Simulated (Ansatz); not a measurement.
**Run record: elastic constants by finite strains of TlBr (Pm-3m)**

Computed with PBEsol, PAW on Ansatz 0.2.0's default frozen-core files (fitted under PBE), scalar-relativistic; not a measurement.

The cell comes from a PAW relaxation under the same functional.

Command:

```sh
ansatz run input.yaml --threads 1 --pin off --max-ram 2048MiB --backend cpu --events-out ev --progress --plain --runs-dir out
```

input.yaml:

```yaml
crystal:
  lattice:
    - [3.91451596716, 0.0, 0.0]
    - [0.0, 3.91451596716, 0.0]
    - [0.0, 0.0, 3.91451596716]
  atoms:
    - { symbol: Tl, position: [0.0, 0.0, 0.0] }
    - { symbol: Br, position: [0.5, 0.5, 0.5] }
kpoints:
  mp_grid: { grid: [6, 6, 6] }
scf:
  occupations: { method: fixed }
hamiltonian:
  xc: pbesol
  pseudopotentials: { kind: paw }
elastic:
  mode: relaxed_ion
  stencil: two_point
  amplitude: 0.008
```

Output:

```
Warning: RAYON_NUM_THREADS=1 ignored (pool sized by the plan → 1); use --threads N
Engine: ansatz 0.2.0, x86_64-unknown-linux-gnu
Pseudopotentials: kind: paw
Pseudopotential: Tl, paw, valence charge 13, recommended cutoff 420 eV (normal), Tl.paw.azcp
Pseudopotential: Br, paw, valence charge 7, recommended cutoff 420 eV (normal), Br.paw.azcp
Functional definition: PBEsol
  exchange = pbesol_x
  correlation = pbesol_c
Crystal: 2 atoms, lattice volume = 59.984 Å³
Basis set: ecut = 420 eV, 1189 PW (Γ), exchange–correlation on 54×54×54 points (8 copies of the dense FFT grid, shifted against one another)
Bands: 14, of which v1, the nominal top of the filled ones, is band 10 counted from 1 (9 counted from 0)
Symmetry: 48 space group operations
Space group: Pm-3m (ITA 221), of the structure as read, at distance tolerance 3.9e-5 Å
k-points: 20 of 216
Non-local potential: Tl, projectors of the file, l = 0: 2, l = 1: 2, l = 2: 2, l = 3: 1
Non-local potential: Br, projectors of the file, l = 0: 2, l = 1: 2, l = 2: 2
PAW form: soft (Blöchl's): semilocal exchange-correlation on the pseudo side does not see the compensation charge
PAW frozen core: Tl, regenerated for the run's functional, and the local potential with it (the file was generated under x = pbe(κ = 0.804, μ = 0.2195149727645171), c = pbe(β = 0.06672455060314922))
PAW frozen core: Br, regenerated for the run's functional, and the local potential with it (the file was generated under x = pbe(κ = 0.804, μ = 0.2195149727645171), c = pbe(β = 0.06672455060314922))
PAW one-centre angular grid: Tl, 590 points (default); XC on 64 Gauss nodes
PAW one-centre angular grid: Br, 110 points (default); XC on 64 Gauss nodes
Initial density: superposition of atomic densities (neutral atoms: chi_scale 0, normalization atom), corrected by the library's trained network
Initial wavefunctions: pseudopotential atomic-orbital guess
Functional: x = pbesol(κ = 0.804, μ = 0.12345679012345678), c = pbesol(β = 0.046)
[... 77 lines left out ...]
  E_vpaw       = -281.791652  (= ΣTr[D̂ρ^β])
  E_aug_tail   = 0.000033  (compensation charges beyond the density's cutoff)
  E_ewald      = -1406.085338
  E_core_change = 0.130535  (= ΣΔE_core)
  E_smearing   = -0.000000  (= −TS)
  E_closure    = 0.000000  (closes the sum)
  Σ components = -14033.696874   (vs F -14033.696874, Δ=0.00e0)
--- Forces (eV/Å), atoms counted from 1 ---
  atom   1  Tl    -0.00000000    -0.00000000    -0.00000000
  atom   2  Br     0.00000000    -0.00000000     0.00000000
  max |Σ_I F_I| component: 2.30e-30 eV/Å
--- Stress (GPa, compression-positive) ---
        0.011514      -0.000000       0.000000
       -0.000000       0.011514       0.000000
        0.000000       0.000000       0.011514
  P = ⅓ Tr σ = 0.0115 GPa (0.115 kbar)
--- Elastic constants: 2 strain directions × 2 members + reference (group order 48) ---
  dense FFT box of the reference and of every strained cell: 27×27×27
  strains applied: 11, 23; error gains: componentwise 1.00 (the most a stress slope's error grows in a printed constant), spectral 1.73 (1 for all six strains in a standard setting)
  C = ∂σ_k/∂η_j (tension-positive GPa; Voigt order 11 22 33 23 13 12):
        43.639     18.810     18.810     -0.000     -0.000     -0.000
        18.810     43.639     18.810     -0.000     -0.000     -0.000
        18.810     18.810     43.639     -0.000     -0.000     -0.000
        -0.000     -0.000     -0.000     10.261      0.000      0.000
         0.000      0.000     -0.000      0.000     10.261      0.000
        -0.000     -0.000      0.000      0.000      0.000     10.261
  reference stress σ⁰ (GPa):     -0.012     -0.012     -0.012     -0.000     -0.000      0.000
  C* (energy form; C + prestress term) asymmetry max|C*_kj − C*_jk| = 7.105e-15 GPa — a small one proves nothing (zero by symmetry where the batch's group is 432, −43m or m−3m); a large one is finite-difference/SCF noise where ...
  moduli (Voigt/Reuss/Hill, GPa): K = 27.09/27.09/27.09   G = 11.12/11.03/11.07   E = 29.24   ν = 0.320
  mechanically stable: yes (min eigenvalue of sym C = 10.26 GPa)
  strain η (Voigt 11):  stress-route row diagonal C_11 = 43.64 GPa, energy-path curvature d²(F+E_count+ΔE)/dδ²/Ω₀ = 43.64 GPa
         δ    σ_11 (GPa)             F (eV)   n_scf  n_hpsi   n_pw
    -8.000e-3      -0.3676      -14033.6963107       8   11775   1189   relax 0 steps, max|allowed force component| 4.93e-32 eV/Å
     8.000e-3       0.3307      -14033.6963960       6   10229   1208   relax 0 steps, max|allowed force component| 3.94e-31 eV/Å
  strain η (Voigt 23):  stress-route row diagonal C_44 = 10.26 GPa, energy-path curvature d²(F+E_count+ΔE)/dδ²/Ω₀ = 10.27 GPa
         δ    σ_23 (GPa)             F (eV)   n_scf  n_hpsi   n_pw
    -8.000e-3      -0.0821      -14033.6967555       8   16165   1197   relax 0 steps, max|allowed force component| 1.97e-31 eV/Å
     8.000e-3       0.0821      -14033.6967555       6   12848   1197   relax 0 steps, max|allowed force component| 1.58e-30 eV/Å
```

The run converged.

Elastic constants:

Elastic constants of a crystal by Kohn-Sham DFT: slopes of the stress over finite engineering strains of the given cell, Voigt indices, Cartesian axes as in the input.

* Pressure at rest: 0.012 GPa
* Least elastic eigenvalue: 10.26 GPa
* Elastically stable: yes

| index | elastic (GPa) |
| --- | --- |
| 11 | 43.64 |
| 12 | 18.81 |
| 44 | 10.26 |

Elastic moduli:

Hill averages of a grain aggregate, Debye temperature from the mean sound speed over directions.

```json
{
  "Bulk modulus": "27.09 GPa",
  "Shear modulus": "11.07 GPa",
  "Young modulus": "29.24 GPa",
  "Poisson ratio": "0.3201",
  "Bulk over shear modulus": "2.446",
  "Elastic anisotropy index": "0.0437",
  "Least young modulus": "27.33 GPa",
  "Largest young modulus": "32.31 GPa",
  "Longitudinal sound speed": "2306 m/s",
  "Transverse sound speed": "1186 m/s",
  "Elastic debye temperature": "127.2 K",
  "Linear compressibility (x, y, z)": "12.31, 12.31, 12.31 1/TPa",
  "Zener ratio": "0.8265",
  "Cauchy pressure": "8.55 GPa"
}
```

Strained cells:

Stress of each strained cell less that at rest, tension positive.

```
strain component  strain  stress xx (GPa)  stress yy (GPa)  stress zz (GPa)  stress yz (GPa)  stress xz (GPa)  stress xy (GPa)  relaxation steps
              xx  -0.008           -0.356          -0.1548          -0.1548                0                0                0                 0
              xx   0.008           0.3422           0.1462           0.1462                0                0                0                 0
              yz  -0.008          -0.0033          -0.0023          -0.0023          -0.0821                0                0                 0
              yz   0.008          -0.0033          -0.0023          -0.0023           0.0821                0                0                 0
```

Keep in mind: frozen-core PAW files fitted under PBE, their cores solved anew for the functional of the run; no spin-orbit coupling on heavy atoms.

It took 7 s on 1 thread of Intel(R) Xeon(R) Platinum 8488C (Sapphire Rapids), on a shared host, peak memory 0.39 GiB.
